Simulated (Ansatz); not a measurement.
**Ru(0001) with 2 layers of random Ru-Pd, 2x2: scattering by chemical disorder**

Aim: the residual resistivity of a random alloy, from Ru(0001) with 2 layers of random Ru-Pd, 2x2 and longer regions.

Calculated with Ansatz 0.2.0; Ansatz plane-wave DFT, PBE, PAW files; ballistic transport by layer matching (Landauer), zero bias; PAW set soft_1.

**1. Set-up**

The cell holds 48 atoms: 42 Ru and 6 Pd. Its edges and angles: a = 5.412 Å, b = 5.412 Å, c = 25.691 Å, α = 90.0°, β = 90.0°, γ = 120.0°. It derives from Ru. Regions: lead, 40 atoms (40 Ru); scattering region, 8 atoms (6 Pd and 2 Ru). The structure is stacked along c, and the current runs across the ab planes.

**2. With 2 alloy layers**

In 2 layers a share of 0.75 of the sites is given to Pd at random. The layers about the cell's end stay perfect and serve as the lead. Energies from -0.05 to 0.05 eV in steps of 0.05 eV are too few for the program's thermal sum, so it prints no conductance; for a metal the transmission near the Fermi level serves, at a fraction of the cost.

Contents of input.yaml:

```yaml
crystal:
  lattice:
    - [5.4116, 0.0, 0.0]
    - [-2.7058, 4.6865830751, 0.0]
    - [0.0, 0.0, 25.6914]
  atoms:
    - { symbol: Ru, position: [0.1666666667, 0.3333333333, 0.0416666667] }
    - { symbol: Ru, position: [0.1666666667, 0.8333333333, 0.0416666667] }
    - { symbol: Ru, position: [0.6666666667, 0.3333333333, 0.0416666667] }
    - { symbol: Ru, position: [0.6666666667, 0.8333333333, 0.0416666667] }
    - { symbol: Ru, position: [0.3333333333, 0.1666666667, 0.125] }
    - { symbol: Ru, position: [0.3333333333, 0.6666666667, 0.125] }
    - { symbol: Ru, position: [0.8333333333, 0.1666666667, 0.125] }
    - { symbol: Ru, position: [0.8333333333, 0.6666666667, 0.125] }
    - { symbol: Ru, position: [0.1666666667, 0.3333333333, 0.2083333333] }
    - { symbol: Ru, position: [0.1666666667, 0.8333333333, 0.2083333333] }
    - { symbol: Ru, position: [0.6666666667, 0.3333333333, 0.2083333333] }
    - { symbol: Ru, position: [0.6666666667, 0.8333333333, 0.2083333333] }
    - { symbol: Ru, position: [0.3333333333, 0.1666666667, 0.2916666667] }
    - { symbol: Ru, position: [0.3333333333, 0.6666666667, 0.2916666667] }
    - { symbol: Ru, position: [0.8333333333, 0.1666666667, 0.2916666667] }
    - { symbol: Ru, position: [0.8333333333, 0.6666666667, 0.2916666667] }
    - { symbol: Ru, position: [0.1666666667, 0.3333333333, 0.375] }
    - { symbol: Ru, position: [0.1666666667, 0.8333333333, 0.375] }
    - { symbol: Ru, position: [0.6666666667, 0.3333333333, 0.375] }
    - { symbol: Ru, position: [0.6666666667, 0.8333333333, 0.375] }
    - { symbol: Pd, position: [0.3333333333, 0.1666666667, 0.4583333333] }
    - { symbol: Ru, position: [0.3333333333, 0.6666666667, 0.4583333333] }
    - { symbol: Pd, position: [0.8333333333, 0.1666666667, 0.4583333333] }
    - { symbol: Pd, position: [0.8333333333, 0.6666666667, 0.4583333333] }
    - { symbol: Ru, position: [0.1666666667, 0.3333333333, 0.5416666667] }
    - { symbol: Pd, position: [0.1666666667, 0.8333333333, 0.5416666667] }
    - { symbol: Pd, position: [0.6666666667, 0.3333333333, 0.5416666667] }
    - { symbol: Pd, position: [0.6666666667, 0.8333333333, 0.5416666667] }
    - { symbol: Ru, position: [0.3333333333, 0.1666666667, 0.625] }
    - { symbol: Ru, position: [0.3333333333, 0.6666666667, 0.625] }
    - { symbol: Ru, position: [0.8333333333, 0.1666666667, 0.625] }
    - { symbol: Ru, position: [0.8333333333, 0.6666666667, 0.625] }
    - { symbol: Ru, position: [0.1666666667, 0.3333333333, 0.7083333333] }
    - { symbol: Ru, position: [0.1666666667, 0.8333333333, 0.7083333333] }
    - { symbol: Ru, position: [0.6666666667, 0.3333333333, 0.7083333333] }
    - { symbol: Ru, position: [0.6666666667, 0.8333333333, 0.7083333333] }
    - { symbol: Ru, position: [0.3333333333, 0.1666666667, 0.7916666667] }
    - { symbol: Ru, position: [0.3333333333, 0.6666666667, 0.7916666667] }
    - { symbol: Ru, position: [0.8333333333, 0.1666666667, 0.7916666667] }
    - { symbol: Ru, position: [0.8333333333, 0.6666666667, 0.7916666667] }
    - { symbol: Ru, position: [0.1666666667, 0.3333333333, 0.875] }
    - { symbol: Ru, position: [0.1666666667, 0.8333333333, 0.875] }
    - { symbol: Ru, position: [0.6666666667, 0.3333333333, 0.875] }
    - { symbol: Ru, position: [0.6666666667, 0.8333333333, 0.875] }
    - { symbol: Ru, position: [0.3333333333, 0.1666666667, 0.9583333333] }
    - { symbol: Ru, position: [0.3333333333, 0.6666666667, 0.9583333333] }
    - { symbol: Ru, position: [0.8333333333, 0.1666666667, 0.9583333333] }
    - { symbol: Ru, position: [0.8333333333, 0.6666666667, 0.9583333333] }
kpoints:
  mp_grid: { grid: [5, 5, 1] }
hamiltonian:
  xc: pbe
  pseudopotentials: { kind: paw, azcp: { folder: soft_1 } }
scf:
  occupations: { method: fermi_dirac, width: 0.1 }
output:
  transmission:
    leads: [[0, 8]]
    kmesh: [10, 10]
    e_range: [-0.05, 0.05]
    de: 0.05
  write_potential: true
  write_density: true
  volumetric_format: npy
```

Started as:

```console
> ansatz run input.yaml --threads 4 --pin off --max-ram 15360MiB --backend cpu --events-out ev --progress --plain --runs-dir out
```

Numbers of over 12 decimals in the logs are rounded to 6 here.

The log of the run:

```text
Engine: ansatz 0.2.0, x86_64-unknown-linux-gnu
Pseudopotentials: kind: paw
Pseudopotential: Ru, paw, valence charge 16, recommended cutoff 420 eV (normal), soft_1/Ru.paw.azcp
Pseudopotential: Pd, paw, valence charge 18, recommended cutoff 420 eV (normal), soft_1/Pd.paw.azcp
Functional definition: PBE
  parameter kappa = 0.804
  parameter beta = 0.066725
  exchange = pbe_x(kappa = kappa, mu = beta*pi^2/3)
  correlation = pbe_c(beta = beta)
Crystal: 48 atoms, lattice volume = 651.583 Å³
Basis set: ecut = 420 eV, 12691 PW (Γ)
Bands: 468, of which v1, the nominal top of the filled ones, is band 390 counted from 1 (389 counted from 0)
Symmetry: 4 space group operations
Space group: C2/m (ITA 12), of the structure as read, at distance tolerance 8.7e-5 Å
k-points: 9 of 25
Non-local potential: Ru, projectors of the file, l = 0: 3, l = 1: 2, l = 2: 2, l = 3: 1
Non-local potential: Pd, projectors of the file, l = 0: 2, l = 1: 2, l = 2: 2, l = 3: 1
PAW form: soft (Blöchl's): semilocal exchange-correlation on the pseudo side does not see the compensation charge
PAW one-centre angular grid: Ru, 590 points (default); XC on 64 Gauss nodes
PAW one-centre angular grid: Pd, 590 points (default); XC on 64 Gauss nodes
Initial density: superposition of atomic densities (chi_scale 0.1, normalization cell)
Initial wavefunctions: pseudopotential atomic-orbital guess
Functional: x = pbe(κ = 0.804, μ = 0.219515), c = pbe(β = 0.066725)
SCF iter   1: F=—  HF=-288812.756135 eV  |F-HF|=—  |Δ(HF+E_count)|=         —  Δρ=2.30e-1  dr2=4.10e3  ethr=3.10e-3  ⟨swp⟩=5.0  Hψ=15876  notcnv=0  defer=23
preconditioner: auto → Kerker (q_TF=auto, 2.811 Å⁻¹)  [metal: Δε(μ)=0.001 eV  Ē_g=5.516 eV  σ=0.100 eV  W_gap=0.00  n_scr=268 (ndim 8)  ℏωp=28.9 eV  f_vac=0.000  D(μ)=36.43/eV (n_scr^D=344)]
SCF iter   2: F=—  HF=-288761.062765 eV  |F-HF|=—  |Δ(HF+E_count)|=    5.17e1  Δρ=1.16e-1  dr2=1.52e3  ethr=3.10e-3  ⟨swp⟩=2.0  Hψ=9002  notcnv=0  defer=61
SCF iter   3: F=—  HF=-288743.517144 eV  |F-HF|=—  |Δ(HF+E_count)|=    1.75e1  Δρ=3.10e-2  dr2=9.13e0  ethr=3.10e-3  ⟨swp⟩=2.9  Hψ=6834  notcnv=0  defer=68
SCF iter   4: F=—  HF=-288742.330696 eV  |F-HF|=—  |Δ(HF+E_count)|=    1.19e0  Δρ=1.23e-2  dr2=3.42e1  ethr=1.17e-3  ⟨swp⟩=2.1  Hψ=8942  notcnv=0  defer=78  recentre
SCF iter   5: F=—  HF=-288742.056517 eV  |F-HF|=—  |Δ(HF+E_count)|=   2.74e-1  Δρ=4.22e-3  dr2=2.62e0  ethr=1.17e-3  ⟨swp⟩=1.2  Hψ=4132  notcnv=0  defer=78
SCF iter   6: F=—  HF=-288742.027563 eV  |F-HF|=—  |Δ(HF+E_count)|=   2.90e-2  Δρ=9.57e-4  dr2=1.49e-1  ethr=3.36e-4  ⟨swp⟩=1.1  Hψ=4291  notcnv=0  defer=78
SCF iter   7: F=—  HF=-288742.025144 eV  |F-HF|=—  |Δ(HF+E_count)|=   2.42e-3  Δρ=2.32e-4  dr2=8.91e-4  ethr=1.91e-5  ⟨swp⟩=1.0  Hψ=4375  notcnv=0  defer=78
SCF iter   8: F=—  HF=-288742.025144 eV  |F-HF|=—  |Δ(HF+E_count)|=   5.30e-7  Δρ=8.79e-5  dr2=7.13e-4  ethr=1.14e-7  ⟨swp⟩=2.2  Hψ=6047  notcnv=0  defer=78
SCF iter   9: F=—  HF=-288742.025146 eV  |F-HF|=—  |Δ(HF+E_count)|=   1.81e-6  Δρ=2.48e-5  dr2=4.58e-5  ethr=9.14e-8  ⟨swp⟩=1.0  Hψ=4130  notcnv=0  defer=78
SCF iter  10: F=—  HF=-288742.026169 eV  |F-HF|=—  |Δ(HF+E_count)|=   1.02e-3  Δρ=6.42e-6  dr2=2.01e-6  ethr=5.87e-9  ⟨swp⟩=1.0  Hψ=4142  notcnv=0  defer=78
SCF iter  11: F=—  HF=-288742.026169 eV  |F-HF|=—  |Δ(HF+E_count)|=   5.76e-8  Δρ=2.27e-6  dr2=1.59e-7  ethr=2.58e-10  ⟨swp⟩=1.3  Hψ=4134  notcnv=0  defer=78
SCF iter  12: F=-288742.026169 eV  HF=-288742.026169 eV  |F-HF|=4.89e-9  |Δ(HF+E_count)|=   8.73e-9  Δρ=4.96e-7  dr2=5.29e-9  ethr=1.28e-11  ⟨swp⟩=8.1  Hψ=9999  notcnv=0
SCF 1 converged in 12 iterations: F = -288742.026169 eV  dr2 = 5.29e-9
  greatest PAW one-centre occupation: 1.000 electrons in one spin orbital (limit 2), on the Ru atom at site 37 (counted from 0), in its partial waves of l = 0
transmission: 152 of 1488 steps passed
transmission: 299 of 1488 steps passed
[...]
transmission: 1488 of 1488 steps passed
SCF converged after 12 iterations
Free energy (F): -288742.026169 eV
Harris-Foulkes:  -288742.026169 eV  (|F-HF|=4.89e-9)
Internal energy: -288740.463523 eV  (E = F + TS)
E sigma→0 (E₀):  -288741.244846 eV
Entropy (-TS):   -1.562646 eV (-32.555 meV/atom)
Fermi energy:    23.237377 eV
--- Per-component energies (eV) ---
  E_band       = -2973.782779
  E_kinetic    = 22041.117575
  E_local      = -65300.086910  (includes V_loc(G=0)·N_el)
  E_nonlocal   = 19549.759245
  E_hartree    = 22701.892945
  E_xc         = -7984.576304
  E_vxc        = -10098.881760  (∫ρ·V_xc dr)
  E_paw        = -169926.439791  (= ΣΔE_a)
  E_vpaw       = -14569.504611  (= ΣTr[D̂ρ^β])
  E_aug_tail   = 0.027541  (compensation charges beyond the density's cutoff)
  E_ewald      = -109822.157823
  E_smearing   = -1.562646  (= −TS)
  E_closure    = 0.000000  (closes the sum)
  Σ components = -288742.026169   (vs F -288742.026169, Δ=0.00e0)
--- Band table (eV; the first three rows and the last of 9) ---
  k-point 0: bands = [... 386 lower, 23.7479, 23.7708, 23.9183, 23.9220, 24.1349, 24.1493, 24.1771, 24.2077, ... 74 higher]
  k-point 1: bands = [... 386 lower, 23.4267, 23.5664, 23.5732, 23.7030, 23.8184, 23.8263, 23.8394, 23.8596, ... 74 higher]
  k-point 2: bands = [... 386 lower, 22.9127, 23.0173, 23.0340, 23.0568, 23.0975, 23.1681, 23.1909, 23.2057, ... 74 higher]
  k-point 8: bands = [... 386 lower, 23.0264, 23.0672, 23.0830, 23.0856, 23.2134, 23.2214, 23.2817, 23.3046, ... 74 higher]
--- Transmission ---
  basis      : 223 plane waves across, 48 finite elements along
  points     : 31, standing for a mesh of 10 x 10
  energies   : 3 from -0.050000 to 0.050000 eV about the Fermi level, 0.050000 eV apart; the leads are filled to 0.000000 eV, and channels, transmission and decay are at 0.000000 eV
  crystal 0  : Ru8, at the sites [0, 8], period 4.2819 Å, over 21.41 Å; its Hamiltonian steps by up to 32.3 meV: too much for a lead, lay more layers or, if its atoms are ordered, name the step of that order
    offset         : up to 0.0000 Å between an atom of the period and one for which it stands
    channels       : 5.280000e0 a spin
    conductance    : none, the energies end too early or step too widely for 300 K: set another output.transmission.e_range or a lower de, or, where they end at an eighth of basis.ecutwfc, a higher one
  junction   : crystal 0 to crystal 0, 0.70 to 22.11 Å
    transmission   : 2.733307e0 a spin
    conductance    : none, the energies end too early or step too widely for 300 K: set another output.transmission.e_range or a lower de, or, where they end at an eighth of basis.ecutwfc, a higher one
```

It took 2.8 min on 4 threads of Intel Xeon Platinum 8488C (Sapphire Rapids), shared host; peak memory 5.9 GiB.

The column dr2 measures how far the density is from self-consistency, as an energy; F and HF (Harris–Foulkes) agree once it is small.

Numbers from this step:

| Quantity | Value |
| --- | --- |
| free energy | -288742.0262 eV |
| energy at zero smearing | -288741.2448 eV |
| Fermi energy | 23.24 eV |
| cell area | 25.36 Å² |
| transmission per spin nearest the Fermi level | 2.733 |
| open channels per spin nearest the Fermi level | 5.28 |
| step of the lead's potential | 32.3 meV |

Per spin. The transmission, zone mean by energy, zero at the Fermi level:

```tsv
energy (eV)	transmission, zone mean
-0.0500	2.85
0.0000	2.73
0.0500	2.78
```

Per spin. The open channels, zone mean, lead by energy, zero at the Fermi level:

```tsv
energy (eV)	open channels, zone mean, lead
-0.0500	5.16
0.0000	5.28
0.0500	5.8
```

Transmission over k1 and k2. At 0.0000 eV from the Fermi level.

Ten even steps from '0' (1.08) to '9' (7.03):
```
2211221000
0122212100
0224562110
2125995212
3224999422
2212599521
0011265422
0001212221
2000122112
3211131112
```
Columns: k1 (b1) from -0.5 to 0.4; rows upwards: k2 (b2) from -0.5 to 0.4.

Open channels over k1 and k2. At 0.0000 eV from the Fermi level.

Values, 10 rows by 10 columns:
```
 4.0  6.0  5.0  5.0  5.0  6.0  4.0  3.0  2.0  3.0
 3.0  5.0  5.0  5.0  5.0  5.0  5.0  3.0  2.0  2.0
 3.0  5.0  5.0  7.0  9.0  7.0  5.0  5.0  3.0  3.0
 4.0  5.0  5.0  9.0 12.0 12.0  9.0  5.0  5.0  4.0
 6.0  6.0  5.0  7.0 12.0 12.0 12.0  7.0  5.0  6.0
 4.0  4.0  5.0  5.0  9.0 12.0 12.0  9.0  5.0  5.0
 3.0  3.0  3.0  5.0  5.0  7.0  9.0  7.0  5.0  5.0
 3.0  2.0  2.0  3.0  5.0  5.0  5.0  5.0  5.0  5.0
 4.0  3.0  2.0  3.0  4.0  6.0  5.0  5.0  5.0  6.0
 6.0  4.0  3.0  3.0  4.0  6.0  4.0  3.0  3.0  4.0
```
Columns: k1 (b1) from -0.5 to 0.4; rows upwards: k2 (b2) from -0.5 to 0.4.

Over the solved energies the transmission per spin lies between 2.73 and 2.85, out of 5.41 channels of the lead on average (up to 5.8). The log calls the step of a lead's potential too much.

**3. With 6 alloy layers**

In 6 layers a share of 0.75 of the sites is given to Pd at random. A fresh draw is used; the growth of the resistance with length is what counts.

System of this step: Ru(0001) with 6 layers of random Ru-Pd, 2x2. The cell holds 64 atoms: 46 Ru and 18 Pd. Its edges and angles: a = 5.412 Å, b = 5.412 Å, c = 34.255 Å, α = 90.0°, β = 90.0°, γ = 120.0°. It derives from Ru. Regions: lead, 40 atoms (40 Ru); scattering region, 24 atoms (6 Ru and 18 Pd). The structure is stacked along c, and the current runs across the ab planes.

Contents of input.yaml:

```yaml
crystal:
  lattice:
    - [5.4116, 0.0, 0.0]
    - [-2.7058, 4.6865830751, 0.0]
    - [0.0, 0.0, 34.2552]
  atoms:
    - { symbol: Ru, position: [0.1666666667, 0.3333333333, 0.03125] }
    - { symbol: Ru, position: [0.1666666667, 0.8333333333, 0.03125] }
    - { symbol: Ru, position: [0.6666666667, 0.3333333333, 0.03125] }
    - { symbol: Ru, position: [0.6666666667, 0.8333333333, 0.03125] }
    - { symbol: Ru, position: [0.3333333333, 0.1666666667, 0.09375] }
    - { symbol: Ru, position: [0.3333333333, 0.6666666667, 0.09375] }
    - { symbol: Ru, position: [0.8333333333, 0.1666666667, 0.09375] }
    - { symbol: Ru, position: [0.8333333333, 0.6666666667, 0.09375] }
    - { symbol: Ru, position: [0.1666666667, 0.3333333333, 0.15625] }
    - { symbol: Ru, position: [0.1666666667, 0.8333333333, 0.15625] }
    - { symbol: Ru, position: [0.6666666667, 0.3333333333, 0.15625] }
    - { symbol: Ru, position: [0.6666666667, 0.8333333333, 0.15625] }
    - { symbol: Ru, position: [0.3333333333, 0.1666666667, 0.21875] }
    - { symbol: Ru, position: [0.3333333333, 0.6666666667, 0.21875] }
    - { symbol: Ru, position: [0.8333333333, 0.1666666667, 0.21875] }
    - { symbol: Ru, position: [0.8333333333, 0.6666666667, 0.21875] }
    - { symbol: Ru, position: [0.1666666667, 0.3333333333, 0.28125] }
    - { symbol: Ru, position: [0.1666666667, 0.8333333333, 0.28125] }
    - { symbol: Ru, position: [0.6666666667, 0.3333333333, 0.28125] }
    - { symbol: Ru, position: [0.6666666667, 0.8333333333, 0.28125] }
    - { symbol: Ru, position: [0.3333333333, 0.1666666667, 0.34375] }
    - { symbol: Pd, position: [0.3333333333, 0.6666666667, 0.34375] }
    - { symbol: Pd, position: [0.8333333333, 0.1666666667, 0.34375] }
    - { symbol: Ru, position: [0.8333333333, 0.6666666667, 0.34375] }
    - { symbol: Pd, position: [0.1666666667, 0.3333333333, 0.40625] }
    - { symbol: Ru, position: [0.1666666667, 0.8333333333, 0.40625] }
    - { symbol: Pd, position: [0.6666666667, 0.3333333333, 0.40625] }
    - { symbol: Pd, position: [0.6666666667, 0.8333333333, 0.40625] }
    - { symbol: Pd, position: [0.3333333333, 0.1666666667, 0.46875] }
    - { symbol: Pd, position: [0.3333333333, 0.6666666667, 0.46875] }
    - { symbol: Ru, position: [0.8333333333, 0.1666666667, 0.46875] }
    - { symbol: Pd, position: [0.8333333333, 0.6666666667, 0.46875] }
    - { symbol: Pd, position: [0.1666666667, 0.3333333333, 0.53125] }
    - { symbol: Pd, position: [0.1666666667, 0.8333333333, 0.53125] }
    - { symbol: Pd, position: [0.6666666667, 0.3333333333, 0.53125] }
    - { symbol: Pd, position: [0.6666666667, 0.8333333333, 0.53125] }
    - { symbol: Pd, position: [0.3333333333, 0.1666666667, 0.59375] }
    - { symbol: Ru, position: [0.3333333333, 0.6666666667, 0.59375] }
    - { symbol: Pd, position: [0.8333333333, 0.1666666667, 0.59375] }
    - { symbol: Ru, position: [0.8333333333, 0.6666666667, 0.59375] }
    - { symbol: Pd, position: [0.1666666667, 0.3333333333, 0.65625] }
    - { symbol: Pd, position: [0.1666666667, 0.8333333333, 0.65625] }
    - { symbol: Pd, position: [0.6666666667, 0.3333333333, 0.65625] }
    - { symbol: Pd, position: [0.6666666667, 0.8333333333, 0.65625] }
    - { symbol: Ru, position: [0.3333333333, 0.1666666667, 0.71875] }
    - { symbol: Ru, position: [0.3333333333, 0.6666666667, 0.71875] }
    - { symbol: Ru, position: [0.8333333333, 0.1666666667, 0.71875] }
    - { symbol: Ru, position: [0.8333333333, 0.6666666667, 0.71875] }
    - { symbol: Ru, position: [0.1666666667, 0.3333333333, 0.78125] }
    - { symbol: Ru, position: [0.1666666667, 0.8333333333, 0.78125] }
    - { symbol: Ru, position: [0.6666666667, 0.3333333333, 0.78125] }
    - { symbol: Ru, position: [0.6666666667, 0.8333333333, 0.78125] }
    - { symbol: Ru, position: [0.3333333333, 0.1666666667, 0.84375] }
    - { symbol: Ru, position: [0.3333333333, 0.6666666667, 0.84375] }
    - { symbol: Ru, position: [0.8333333333, 0.1666666667, 0.84375] }
    - { symbol: Ru, position: [0.8333333333, 0.6666666667, 0.84375] }
    - { symbol: Ru, position: [0.1666666667, 0.3333333333, 0.90625] }
    - { symbol: Ru, position: [0.1666666667, 0.8333333333, 0.90625] }
    - { symbol: Ru, position: [0.6666666667, 0.3333333333, 0.90625] }
    - { symbol: Ru, position: [0.6666666667, 0.8333333333, 0.90625] }
    - { symbol: Ru, position: [0.3333333333, 0.1666666667, 0.96875] }
    - { symbol: Ru, position: [0.3333333333, 0.6666666667, 0.96875] }
    - { symbol: Ru, position: [0.8333333333, 0.1666666667, 0.96875] }
    - { symbol: Ru, position: [0.8333333333, 0.6666666667, 0.96875] }
kpoints:
  mp_grid: { grid: [5, 5, 1] }
hamiltonian:
  xc: pbe
  pseudopotentials: { kind: paw, azcp: { folder: soft_1 } }
scf:
  occupations: { method: fermi_dirac, width: 0.1 }
output:
  transmission:
    leads: [[0, 8]]
    kmesh: [10, 10]
    e_range: [-0.05, 0.05]
    de: 0.05
  write_potential: true
  write_density: true
  volumetric_format: npy
```

The log of the run:

```text
[...]
Crystal: 64 atoms, lattice volume = 868.777 Å³
Basis set: ecut = 420 eV, 16909 PW (Γ)
Bands: 636, of which v1, the nominal top of the filled ones, is band 530 counted from 1 (529 counted from 0)
Symmetry: 1 space group operations
[...]
k-points: 13 of 25 (time reversal used)
[...]
SCF iter   1: F=—  HF=-396074.587024 eV  |F-HF|=—  |Δ(HF+E_count)|=         —  Δρ=3.01e-1  dr2=3.14e4  ethr=3.10e-3  ⟨swp⟩=5.0  Hψ=31482  notcnv=0  defer=149
[...]
SCF iter  13: F=-395927.960494 eV  HF=-395927.960494 eV  |F-HF|=1.76e-8  |Δ(HF+E_count)|=   2.04e-9  Δρ=3.93e-7  dr2=1.82e-8  ethr=9.43e-12  ⟨swp⟩=2.0  Hψ=15028  notcnv=0
SCF 1 converged in 13 iterations: F = -395927.960494 eV  dr2 = 1.82e-8
[...]
transmission: 324 of 3224 steps passed
transmission: 646 of 3224 steps passed
[...]
transmission: 3224 of 3224 steps passed
SCF converged after 13 iterations
Free energy (F): -395927.960494 eV
[...]
Internal energy: -395925.602436 eV  (E = F + TS)
E sigma→0 (E₀):  -395926.781465 eV
Entropy (-TS):   -2.358058 eV (-36.845 meV/atom)
Fermi energy:    23.062638 eV
[...]
--- Band table (eV; the first three rows and the last of 13) ---
  k-point 0: bands = [... 526 lower, 23.5509, 23.5746, 23.5996, 23.6172, 23.6869, 23.6935, 23.7482, 23.7671, ... 102 higher]
  k-point 1: bands = [... 526 lower, 23.2927, 23.3101, 23.3472, 23.3578, 23.3824, 23.4180, 23.4409, 23.4843, ... 102 higher]
  k-point 2: bands = [... 526 lower, 22.8340, 22.8386, 22.8723, 22.8906, 22.9335, 22.9579, 22.9816, 23.0028, ... 102 higher]
  k-point 12: bands = [... 526 lower, 22.9195, 22.9696, 22.9748, 23.0097, 23.0200, 23.0480, 23.0542, 23.1146, ... 102 higher]
--- Transmission ---
  basis      : 223 plane waves across, 62 finite elements along
  points     : 52, standing for a mesh of 10 x 10
[...]
channels       : 5.280000e0 a spin
[...]
junction   : crystal 0 to crystal 0, 0.70 to 30.67 Å
    transmission   : 1.774872e0 a spin
[...]
```

The job ended after 9.7 min (4 threads; peak memory 11 GiB).

This step gave:

```yaml
free_energy: -395927.9605 eV
energy_at_zero_smearing: -395926.7815 eV
fermi_energy: 23.06 eV
transmission_per_spin_nearest_the_fermi_level: 1.775
step_of_the_lead_s_potential: 19.8 meV
```

Per spin. Transmission, zone mean against energy, zero at the Fermi level:

```tsv
energy (eV)	transmission, zone mean
-0.0500	1.77
0.0000	1.77
0.0500	1.86
```

Over the solved energies the transmission per spin lies between 1.77 and 1.86, out of 5.44 channels of the lead on average (up to 5.88).

(Part 1 of 2 ends here.)

[Logs are printed without paths, hosts, clocks, repeated set-up lines and the standing remarks that a program may print on its own settings, such as how far it seeks lower states.]

[Hosts, paths, dates, database ids (printed as entryN), source tags and the programs' standing remarks are cut or masked in the printed files.]
